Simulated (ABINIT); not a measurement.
# BAs (F-43m) in ABINIT: a series of runs, part 2 of 2

ABINIT 10.8.3 (patched build). The steps go on from the part before.

## (6) Band structure, PBE

The input, run.abi:

```
# Datasets: ground state, then fixed potential
ndtset 2

# Pseudopotentials
pp_dirpath "./"
pseudos "As.GGA_PBE-JTH.xml, B.GGA_PBE-JTH.xml"

# Structure
acell 3*1.0 Angstrom
rprim
     0.0000000000     2.3885000000     2.3885000000
     2.3885000000     0.0000000000     2.3885000000
     2.3885000000     2.3885000000     0.0000000000
ntypat 2
znucl 33 5
natom 2
typat 1 2
xred
     0.7500000000     0.7500000000     0.7500000000
     0.0000000000     0.0000000000     0.0000000000

# Plane-wave basis
ecut 408.170794 eV
pawecutdg 30.0

# Exchange and correlation
ixc 11

# Bands and occupations
occopt 3
tsmear 0.05 eV

# SCF cycle
nstep 100

# Output
iomode 3
prtwf 0
prteig 0
prtebands 0
prtden1 1

# Dataset 1
kptopt1 1
ngkpt1 10 10 10
nshiftk1 1
shiftk1 0.0 0.0 0.0
nband1 13
tolvrs1 1.0e-9

# Dataset 2: bands along G-X-W-K-G-L-U-W-L-K
iscf2 -2
getden2 1
nband2 17
nbdbuf2 2
tolwfr2 1.0e-12
kptopt2 -9
ndivsm2 5
prteig2 1
prtvol2 -3
kptbounds2
     0.0000000000     0.0000000000     0.0000000000
     0.5000000000     0.0000000000     0.5000000000
     0.5000000000     0.2500000000     0.7500000000
     0.3750000000     0.3750000000     0.7500000000
     0.0000000000     0.0000000000     0.0000000000
     0.5000000000     0.5000000000     0.5000000000
     0.6250000000     0.2500000000     0.6250000000
     0.5000000000     0.2500000000     0.7500000000
     0.5000000000     0.5000000000     0.5000000000
     0.3750000000     0.3750000000     0.7500000000
```

Potentials or basis: JTH PAW PBE v2.0.

Launch:

```
abinit run.abi > log 2>&1
```

run.abo:

```text
.Version 10.8.3 of ABINIT
 DATASET    1 : space group F-4 3 m (#216); Bravais cF (face-center cubic)
================================================================================
 Values of the parameters that define the memory need for DATASET  1.
     intxc =       0    ionmov =       0      iscf =      17    lmnmax =      18
     lnmax =       6     mgfft =      24  mpssoang =       3    mqgrid =    3001
     natom =       2  nloc_mem =       2    nspden =       1   nspinor =       1
    nsppol =       1      nsym =      24    n1xccc =       1    ntypat =       2
    occopt =       3   xclevel =       2
       mpw =         532          nfft =       13824          nkpt =          47
 PAW method is used; the additional fine FFT grid is defined by:
   mgfftf=        32    nfftf =     32768
================================================================================
================================================================================

 DATASET    2 : space group F-4 3 m (#216); Bravais cF (face-center cubic)
================================================================================
 Values of the parameters that define the memory need for DATASET  2.
     intxc =       0    ionmov =       0      iscf =      -2    lmnmax =      18
     lnmax =       6     mgfft =      24  mpssoang =       3    mqgrid =    3001
     natom =       2  nloc_mem =       2    nspden =       1   nspinor =       1
    nsppol =       1      nsym =      24    n1xccc =       1    ntypat =       2
    occopt =       3   xclevel =       2
       mpw =         532          nfft =       13824          nkpt =          87
 PAW method is used; the additional fine FFT grid is defined by:
   mgfftf=        32    nfftf =     32768
================================================================================
================================================================================

--------------------------------------------------------------------------------
------------- Echo of variables that govern the present computation ------------
--------------------------------------------------------------------------------
 -outvars: echo values of preprocessed input variables --------
            acell      1.8897261259E+00  1.8897261259E+00  1.8897261259E+00 Bohr
              amu      7.49215900E+01  1.08110000E+01
[... 947 lines left out ...]
    1      3.58275000000000     3.58275000000000     3.58275000000000
    2      0.00000000000000     0.00000000000000     0.00000000000000
 length scales=  1.889726125908  1.889726125908  1.889726125908 bohr
              =  1.000000000000  1.000000000000  1.000000000000 angstroms
 Eigenvalues (hartree) for nkpt=  87  k points:
 kpt#   1, nband= 17, wtk=  1.00000, kpt=  0.0000  0.0000  0.0000 (reduced coord)
  -1.05579   -1.05579   -1.05579   -1.05511   -1.05511   -0.30639    0.25972    0.25972
   0.25972    0.38003    0.38003    0.38003    0.43083    0.61142    0.74380    0.74380
   0.78973
 kpt#   2, nband= 17, wtk=  1.00000, kpt=  0.0357  0.0000  0.0357 (reduced coord)
  -1.05579   -1.05578   -1.05578   -1.05512   -1.05511   -0.30536    0.25430    0.25469
   0.25469    0.37684    0.38619    0.38619    0.43610    0.61577    0.71892    0.74495
   0.79199
 kpt#   3, nband= 17, wtk=  1.00000, kpt=  0.0714  0.0000  0.0714 (reduced coord)
  -1.05580   -1.05576   -1.05576   -1.05512   -1.05510   -0.30228    0.23954    0.24202
   0.24202    0.36922    0.40222    0.40222    0.44834    0.62832    0.68142    0.74840
   0.79875
 kpt#   4, nband= 17, wtk=  1.00000, kpt=  0.1071  0.0000  0.1071 (reduced coord)
  -1.05581   -1.05573   -1.05573   -1.05513   -1.05509   -0.29716    0.21845    0.22571
   0.22571    0.35957    0.42409    0.42409    0.46123    0.64740    0.64829    0.75415
   0.81006
 kpt#   5, nband= 17, wtk=  1.00000, kpt=  0.1429  0.0000  0.1429 (reduced coord)
[... 317 lines left out ...]
   0.15199    0.35678    0.51124    0.53498    0.56521    0.66190    0.74481    0.84697
   0.90100
 kpt#  85, nband= 17, wtk=  1.00000, kpt=  0.4028  0.4028  0.6944 (reduced coord)
  -1.05575   -1.05542   -1.05535   -1.05516   -1.05500   -0.16585   -0.03664    0.05006
   0.14397    0.34791    0.50827    0.55990    0.57460    0.65292    0.74208    0.86846
   0.92455
 kpt#  86, nband= 17, wtk=  1.00000, kpt=  0.3889  0.3889  0.7222 (reduced coord)
  -1.05578   -1.05538   -1.05531   -1.05519   -1.05499   -0.15873   -0.03654    0.04070
   0.13711    0.34052    0.48735    0.58205    0.59990    0.64662    0.74582    0.87709
   0.95548
 kpt#  87, nband= 17, wtk=  1.00000, kpt=  0.3750  0.3750  0.7500 (reduced coord)
  -1.05581   -1.05535   -1.05528   -1.05522   -1.05497   -0.15431   -0.03936    0.04126
   0.13165    0.33485    0.46345    0.59876    0.61843    0.65074    0.75818    0.87768
   0.97589

== END DATASET(S) ==============================================================
================================================================================

 -outvars: echo values of variables after computation  --------
            acell      1.8897261259E+00  1.8897261259E+00  1.8897261259E+00 Bohr
           etotal1    -1.1673277773E+02
            fcart1    -3.7285076622E-29  7.4570153243E-30  2.2371045973E-29
                       3.7285076622E-29 -7.4570153243E-30 -2.2371045973E-29
            rprim      0.0000000000E+00  2.3885000000E+00  2.3885000000E+00
                       2.3885000000E+00  0.0000000000E+00  2.3885000000E+00
                       2.3885000000E+00  2.3885000000E+00  0.0000000000E+00
           strten1    -9.5014449901E-05 -9.5014449901E-05 -9.5014449901E-05
                       0.0000000000E+00  0.0000000000E+00  0.0000000000E+00
           xangst      3.5827500000E+00  3.5827500000E+00  3.5827500000E+00
                       0.0000000000E+00  0.0000000000E+00  0.0000000000E+00
             xred      7.5000000000E-01  7.5000000000E-01  7.5000000000E-01
                       0.0000000000E+00  0.0000000000E+00  0.0000000000E+00
 Calculation completed.
```

Wall time 19 s (1 thread of Arm Neoverse V2, shared host); peak memory 0.11 GiB.

Results:

* Free energy: -3176.4607 eV
* Pressure: 2.8 GPa
* Band gap on the k mesh: 1.18 eV, indirect (least direct gap 3.27 eV)
* Band gap along the path: 1.18 eV, indirect (least direct gap 3.27 eV)
* Valence electrons inside the program's atomic spheres: As 12.80; B 1.78

Levels at the corners of the path, in eV from the valence-band top:
| point | band 6 | band 7 | band 8 | band 9 | band 10 | band 11 | band 12 | band 13 |
| --- | --- | --- | --- | --- | --- | --- | --- | --- |
| Γ | -15.40 | 0.00 | 0.00 | 0.00 | 3.27 | 3.27 | 3.27 | 4.66 |
| X | -11.22 | -8.52 | -4.08 | -4.08 | 1.44 | 1.44 | 11.39 | 11.39 |
| W | -11.07 | -8.05 | -5.48 | -5.19 | 5.26 | 5.93 | 6.81 | 7.04 |
| K | -11.27 | -8.14 | -5.94 | -3.48 | 2.04 | 5.54 | 9.23 | 9.76 |
| Γ | -15.40 | 0.00 | 0.00 | 0.00 | 3.27 | 3.27 | 3.27 | 4.66 |
| L | -12.53 | -8.78 | -1.82 | -1.82 | 2.68 | 4.79 | 4.79 | 8.87 |
| U | -11.27 | -8.14 | -5.94 | -3.48 | 2.04 | 5.54 | 9.23 | 9.76 |
| W | -11.07 | -8.05 | -5.48 | -5.19 | 5.26 | 5.93 | 6.81 | 7.04 |
| L | -12.53 | -8.78 | -1.82 | -1.82 | 2.68 | 4.79 | 4.79 | 8.87 |
| K | -11.27 | -8.14 | -5.94 | -3.48 | 2.04 | 5.54 | 9.23 | 9.76 |

Expect the measured gap to be larger: semilocal functionals such as PBE lack the derivative discontinuity.

## (7) Summary

| task | level | potentials or basis | gap on the mesh (eV) | pressure (GPa) | V0 of scaled cells (Å³/atom) | B0 (GPa) |
| --- | --- | --- | --- | --- | --- | --- |
| equation of state | PBEsol | JTH PAW PBE v2.0 | - | - | 13.57 | 140 |
| band structure | HCTH407 | JTH PAW PBE v2.0 | 1.41 | 2.5 | - | - |
| equation of state | PBE+D3 | JTH PAW PBE v2.0 | - | - | 13.68 | 135 |
| equation of state | LDA | JTH PAW LDA v2.0 sp | - | - | 13.33 | 148 |
| band structure | PBE | JTH PAW PBE v2.0 | 1.18 | 2.8 | - | - |

Alike in all rows: no spin polarisation; cell as given; k mesh 10 × 10 × 10; cutoff (eV) 408; smearing fermi-dirac 0.05 eV.

Caveats: pressures at fixed basis lie under the slope of the energies (some runs); the PAW data sets were made with another functional, which shifts forces and pressure a little (some runs); this set keeps more shells in the core, which shifts pressures and gaps (some runs).

Total energies depend on the potentials used, so only differences within one code and one set of settings carry meaning.

## (8) Comparison with measurements

Step 2. Against the measured bulk modulus of BAs, 148 GPa (quoted in “Basic Physical Properties of Cubic Boron Arsenide”, 2019, arxiv:1911.11281), the calculated 140 GPa is off by -5.2 %. The fit is for a static lattice scaled at fixed shape and fixed fractional positions.

Step 4. Measured bulk modulus of BAs: 148 GPa (quoted in “Basic Physical Properties of Cubic Boron Arsenide”, 2019, arxiv:1911.11281). This calculation gives 135 GPa (-9.0 %). The fit is for a static lattice scaled at fixed shape and fixed fractional positions.

Step 5. Against the measured bulk modulus of BAs, 148 GPa (quoted in “Basic Physical Properties of Cubic Boron Arsenide”, 2019, arxiv:1911.11281), the calculated 148 GPa is off by -0.3 %. The fit is for a static lattice scaled at fixed shape and fixed fractional positions.
